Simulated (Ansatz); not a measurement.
# Pt (P-1) in Ansatz: convergence with k mesh

Aim: find how far k mesh must go before the results for Pt settle, at PBE. This setting moves, with any that are tied to it; all else stays.

Everything below comes from runs of Ansatz 0.2.0. Logs are shortened: lines on timing, memory, paths and dates and some standing lists are left out, and cuts for length are marked.

## 1. The cell of the first run

The typed cell holds 1 atom: a = 2.716 Å, b = 2.768 Å, c = 2.698 Å, α = 110.68°, β = 107.29°, γ = 108.83°.

This isn't the form of Pt at room conditions, which is fcc.

The cell isn't the ideal one: cell strained at random at fixed volume.

## 2. With k mesh 4 × 4 × 4

File input.yaml:

```yaml
crystal:
  lattice:
    - [-1.517923, 1.612567, 1.572658]
    - [1.584375, -1.591215, 1.617757]
    - [1.523578, 1.59687, -1.551306]
  atoms:
    - { symbol: Pt, position: [-0.012312, -0.008861, -0.012486] }
hamiltonian:
  xc: pbe
  pseudopotentials: { kind: paw, source: jth }
kpoints:
  mp_grid: { grid: [4, 4, 4] }
scf:
  occupations: { method: cold, width: 0.1 }
output:
  forces: true
  stress: true
  eigenvalues: true
```

Potentials or basis: JTH PAW.

The run is started by

```bash
ansatz run input.yaml --threads 2 --pin off --max-ram 5632MiB --backend cpu --events-out ev --progress --plain --runs-dir out
```

It took 1.8 s on 2 threads of AMD EPYC (Zen 3), shared host; peak memory 0.28 GiB.

Results:

| Quantity | Value |
| --- | --- |
| Free energy | -10167.5340 eV |
| Pressure | -4.7 GPa |
| Band gap on the k mesh | none (metal or under the smearing width) |

## 3. With k mesh 4 × 4 × 5

input.yaml, as its differences from that of step 2:

```diff
@@ -11,3 +11,3 @@
 kpoints:
-  mp_grid: { grid: [4, 4, 4] }
+  mp_grid: { grid: [4, 4, 5] }
 scf:
```

Potentials or basis: JTH PAW.

The run is started by

```bash
ansatz run input.yaml --threads 2 --pin off --max-ram 5632MiB --backend cpu --events-out ev --progress --plain --runs-dir out
```

Wall time 2.1 s (2 threads of AMD EPYC (Zen 3), shared host); peak memory 0.28 GiB.

What came out:

```
Free energy            : -10167.3559 eV
Pressure               : -1.6 GPa
Band gap on the k mesh : none (metal or under the smearing width)
```

## 4. With k mesh 6 × 6 × 6

input.yaml, as its differences from that of step 3:

```diff
@@ -11,3 +11,3 @@
 kpoints:
-  mp_grid: { grid: [4, 4, 5] }
+  mp_grid: { grid: [6, 6, 6] }
 scf:
```

The run is started by

```bash
ansatz run input.yaml --threads 2 --pin off --max-ram 5632MiB --backend cpu --events-out ev --progress --plain --runs-dir out
```

Wall time 3.7 s (2 threads of AMD EPYC (Zen 3), shared host); peak memory 0.31 GiB.

Results:

| Property | Result |
| --- | --- |
| Free energy | -10167.2571 eV |
| Pressure | 0.5 GPa |
| Band gap on the k mesh | none (metal or under the smearing width) |

## 5. With k mesh 7 × 7 × 7

input.yaml, as its differences from that of step 4:

```diff
@@ -11,3 +11,3 @@
 kpoints:
-  mp_grid: { grid: [6, 6, 6] }
+  mp_grid: { grid: [7, 7, 7] }
 scf:
```

The run is started by

```bash
ansatz run input.yaml --threads 2 --pin off --max-ram 5632MiB --backend cpu --events-out ev --progress --plain --runs-dir out
```

It took 5.1 s on 2 threads of AMD EPYC (Zen 3), shared host; peak memory 0.34 GiB.

Results:

```
Free energy            : -10167.2974 eV
Pressure               : -1.3 GPa
Band gap on the k mesh : none (metal or under the smearing width)
```

## 6. With k mesh 8 × 8 × 9

input.yaml, as its differences from that of step 5:

```diff
@@ -11,3 +11,3 @@
 kpoints:
-  mp_grid: { grid: [7, 7, 7] }
+  mp_grid: { grid: [8, 8, 9] }
 scf:
```

Potentials or basis: JTH PAW.

The run is started by

```bash
ansatz run input.yaml --threads 2 --pin off --max-ram 5632MiB --backend cpu --events-out ev --progress --plain --runs-dir out
```

Wall time 7.6 s (2 threads of AMD EPYC (Zen 3), shared host); peak memory 0.38 GiB.

Results (log left out):

```yaml
Free_energy: -10167.2337 eV
Pressure: 0.3 GPa
Band_gap_on_the_k_mesh: none (metal or under the smearing width)
```

## 7. With k mesh 10 × 10 × 11

input.yaml, as its differences from that of step 6:

```diff
@@ -11,3 +11,3 @@
 kpoints:
-  mp_grid: { grid: [8, 8, 9] }
+  mp_grid: { grid: [10, 10, 11] }
 scf:
```

The run is started by

```bash
ansatz run input.yaml --threads 2 --pin off --max-ram 5632MiB --backend cpu --events-out ev --progress --plain --runs-dir out
```

Run time: 16 s. Hardware: 2 threads of AMD EPYC (Zen 3), shared host; peak memory 0.46 GiB.

Results (log left out):

* Free energy: -10167.2582 eV
* Pressure: -0.1 GPa
* Band gap on the k mesh: none (metal or under the smearing width)

## 8. With k mesh 13 × 13 × 13

input.yaml, as its differences from that of step 7:

```diff
@@ -11,3 +11,3 @@
 kpoints:
-  mp_grid: { grid: [10, 10, 11] }
+  mp_grid: { grid: [13, 13, 13] }
 scf:
```

The run is started by

```bash
ansatz run input.yaml --threads 2 --pin off --max-ram 5632MiB --backend cpu --events-out ev --progress --plain --runs-dir out
```

It took 29 s on 2 threads of AMD EPYC (Zen 3), shared host; peak memory 0.63 GiB.

It converged, with:

| Quantity | Value |
| --- | --- |
| Free energy | -10167.2572 eV |
| Pressure | -0.2 GPa |
| Band gap on the k mesh | none (metal or under the smearing width) |

## 9. With k mesh 16 × 16 × 16

input.yaml, as its differences from that of step 8:

```diff
@@ -11,3 +11,3 @@
 kpoints:
-  mp_grid: { grid: [13, 13, 13] }
+  mp_grid: { grid: [16, 16, 16] }
 scf:
```

Potentials or basis: JTH PAW.

The run is started by

```bash
ansatz run input.yaml --threads 2 --pin off --max-ram 5632MiB --backend cpu --events-out ev --progress --plain --runs-dir out
```

Run time: 58 s. Hardware: 2 threads of AMD EPYC (Zen 3), shared host; peak memory 0.93 GiB.

Results (log left out):

| Item | Value |
| --- | --- |
| Free energy | -10167.2558 eV |
| Pressure | -0.1 GPa |
| Band gap on the k mesh | none (metal or under the smearing width) |

## 10. With k mesh 19 × 19 × 19

input.yaml, as its differences from that of step 9:

```diff
@@ -11,3 +11,3 @@
 kpoints:
-  mp_grid: { grid: [16, 16, 16] }
+  mp_grid: { grid: [19, 19, 19] }
 scf:
```

Potentials or basis: JTH PAW.

The run is started by

```bash
ansatz run input.yaml --threads 2 --pin off --max-ram 5632MiB --backend cpu --events-out ev --progress --plain --runs-dir out
```

Output:

```text
Warning: the checks of this Pt dataset prove no rule for summing its radial tables, as where they were carried onto another mesh than they were made on, and Gregory's rule is taken, under which a leading mesh point left out moves its sums only by what lay on the interval it spanned. That does not make them correct, and they differ from Quantum ESPRESSO's on this file; a re-export a fraction of a mesh step off can move them. hamiltonian.pseudopotentials.radial_quadrature: simpson_from_first_knot sums it by `pw.x`'s rule; on a PAW file no value gives `pw.x`'s numbers. What more to know: hamiltonian.pseudopotentials.radial_quadrature, in the input reference
Warning: RAYON_NUM_THREADS=2 ignored (pool sized by the plan → 2); use --threads N
Engine: ansatz 0.2.0, x86_64-unknown-linux-gnu
Pseudopotentials: kind: paw
Pseudopotential: Pt, paw, valence charge 10, recommended cutoff 750 eV (normal), Pt.paw.azcp
Functional definition: PBE
  parameter kappa = 0.804
  parameter beta = 0.06672455060314922
  exchange = pbe_x(kappa = kappa, mu = beta*pi^2/3)
  correlation = pbe_c(beta = beta)
Crystal: 1 atoms, lattice volume = 15.904 Å³
Basis set: ecut = 750 eV, 729 PW (Γ), exchange–correlation on 50×50×50 points (8 copies of the dense FFT grid, shifted against one another)
Bands: 9, of which v1, the nominal top of the filled ones, is band 5 counted from 1 (4 counted from 0)
Symmetry: 2 space group operations
Space group: P-1 (ITA 2), of the structure as read, at distance tolerance 2.5e-5 Å
k-points: 3430 of 6859
Non-local potential: Pt, projectors of the file, l = 0: 2, l = 1: 2, l = 2: 2
PAW form: soft (Blöchl's): semilocal exchange-correlation on the pseudo side does not see the compensation charge
PAW one-centre angular grid: Pt, 590 points (default); XC on 64 Gauss nodes
Initial density: superposition of atomic densities (chi_scale 0.1, normalization cell)
Initial wavefunctions: pseudopotential atomic-orbital guess
Functional: x = pbe(κ = 0.804, μ = 0.2195149727645171), c = pbe(β = 0.06672455060314922)
SCF iter   1: F=—  HF=-10167.556122 eV  |F-HF|=—  |Δ(HF+E_count)|=         —  Δρ=7.46e-2  dr2=7.97e-1  ethr=3.10e-3  ⟨swp⟩=8.8  Hψ=355589  notcnv=0
preconditioner: auto → none  [metal: Δε(μ)=0.001 eV  Ē_g=13.342 eV  σ=0.100 eV  W_gap=0.00  n_scr=0 (ndim 8)  ℏωp=29.4 eV  f_vac=0.000  D(μ)=1.49/eV (n_scr^D=18)]
SCF iter   2: F=—  HF=-10167.271457 eV  |F-HF|=—  |Δ(HF+E_count)|=   2.85e-1  S|Δr|=    0.00e0  Δρ=1.61e-2  dr2=9.29e-3  ethr=3.10e-3  ⟨swp⟩=2.9  Hψ=86496  notcnv=0  defer=342
SCF iter   3: F=—  HF=-10167.259633 eV  |F-HF|=—  |Δ(HF+E_count)|=   1.18e-2  S|Δr|=    0.00e0  Δρ=7.35e-3  dr2=3.54e-3  ethr=9.29e-5  ⟨swp⟩=2.7  Hψ=52116  notcnv=0  defer=342
SCF iter   4: F=—  HF=-10167.257747 eV  |F-HF|=—  |Δ(HF+E_count)|=   1.89e-3  S|Δr|=    0.00e0  Δρ=7.39e-4  dr2=2.25e-5  ethr=3.54e-5  ⟨swp⟩=2.0  Hψ=47612  notcnv=0  defer=342
SCF iter   5: F=—  HF=-10167.257786 eV  |F-HF|=—  |Δ(HF+E_count)|=   3.95e-5  S|Δr|=    0.00e0  Δρ=1.96e-4  dr2=2.14e-6  ethr=2.25e-7  ⟨swp⟩=2.4  Hψ=47993  notcnv=0  defer=342
SCF iter   6: F=—  HF=-10167.257785 eV  |F-HF|=—  |Δ(HF+E_count)|=   1.17e-6  S|Δr|=    0.00e0  Δρ=3.82e-5  dr2=9.01e-8  ethr=1.00e-9  ⟨swp⟩=6.6  Hψ=224329  notcnv=0
SCF iter   7: F=-10167.257785 eV  HF=-10167.257785 eV  |F-HF|=7.80e-10  |Δ(HF+E_count)|=   4.70e-9  S|Δr|=    0.00e0  Δρ=5.16e-6  dr2=1.66e-9  ethr=9.01e-10  ⟨swp⟩=4.6  Hψ=115711  notcnv=0
SCF 1 converged in 7 iterations: F = -10167.257785 eV  dr2 = 1.66e-9
SCF converged after 7 iterations
Stability not checked: this state was not tested for a lower state beside it, because cold or Methfessel-Paxton smearing, or corrected tetrahedra, fill the levels in a way that the test cannot read (fill_not_monotonic; see scf.lower_state_search)
Free energy (F): -10167.257785 eV
Harris-Foulkes:  -10167.257785 eV  (|F-HF|=7.80e-10)
Internal energy: -10167.256933 eV  (E = F + TS)
E sigma→0 (E₀):  -10167.257501 eV
Entropy (-TS):   -0.000853 eV (-0.853 meV/atom)
Fermi energy:    16.312271 eV
--- Per-component energies (eV) ---
  E_band       = 131.970268
  E_kinetic    = 222.345009
  E_local      = -178.277673  (includes V_loc(G=0)·N_el)
  E_nonlocal   = 194.015051
  E_hartree    = 59.938921
  E_xc         = -78.543007
  E_vxc        = -91.130781  (∫ρ·V_xc dr)
  E_paw        = -9559.945240  (= ΣΔE_a)
  E_vpaw       = -134.859811  (= ΣTr[D̂ρ^β])
  E_aug_tail   = 0.000063  (compensation charges beyond the density's cutoff)
  E_ewald      = -826.790057
  E_smearing   = -0.000853  (= −TS)
  E_closure    = 0.000000  (closes the sum)
  Σ components = -10167.257785   (vs F -10167.257785, Δ=0.00e0)
--- Forces (eV/Å), atoms counted from 1 ---
  atom   1  Pt     0.00000000     0.00000000     0.00000000
  max |Σ_I F_I| component: 0.00e0 eV/Å
--- Stress (GPa, compression-positive) ---
       -2.051982      -0.091918      -5.765923
       -0.091918       1.234501      -1.855955
       -5.765928      -1.855955       0.512245
  P = ⅓ Tr σ = -0.1017 GPa (-1.017 kbar)
--- Band table (eV; the first three rows and the last of 3430) ---
  k-point 0: bands = ["6.8880", "12.4960", "12.9194", "13.1880", "15.1745", "15.5085", "33.7628", "33.9860", "34.7787"]
  k-point 1: bands = ["7.0007", "12.5213", "12.9056", "13.2215", "15.1599", "15.4706", "33.8655", "34.0882", "34.8354"]
  k-point 2: bands = ["7.3307", "12.5252", "12.8854", "13.3686", "15.1065", "15.3998", "34.0559", "34.2814", "34.9978"]
  k-point 3429: bands = ["9.9877", "11.6393", "14.4651", "15.1358", "15.5905", "17.9311", "23.5193", "30.4623", "32.6197"]
```

It took 1.7 min on 2 threads of AMD EPYC (Zen 3), shared host; peak memory 1.4 GiB.

What came out:

```
Free energy            : -10167.2578 eV
Pressure               : -0.1 GPa
Band gap on the k mesh : none (metal or under the smearing width)
```

## 11. Summary

```csv
k mesh,"energy less the tightest run, at zero smearing (meV/atom)",pressure (GPa),SCF cycles,CPU time (s),peak memory (GiB)
4 × 4 × 4,-276.27,-4.70,8,2.5,0.28
4 × 4 × 5,-97.83,-1.57,9,3.1,0.28
6 × 6 × 6,-0.14,0.48,7,5.7,0.31
7 × 7 × 7,-40.10,-1.28,6,8,0.34
8 × 8 × 9,24.24,0.32,7,13,0.38
10 × 10 × 11,-0.62,-0.11,7,27,0.46
13 × 13 × 13,0.80,-0.15,7,50,0.63
16 × 16 × 16,2.32,-0.07,7,94,0.93
19 × 19 × 19,0.00,-0.10,7,180,1.4
```

Against the tightest run, the pressure stays within 0.1 GPa from 10 × 10 × 11 on. Not settled before the last step: the energy (to 1 meV/atom). Meshes of other sizes hit other points, so gaps and Fermi surfaces needn't settle smoothly. The tightest run that finished is the yardstick and may itself not be fully converged.
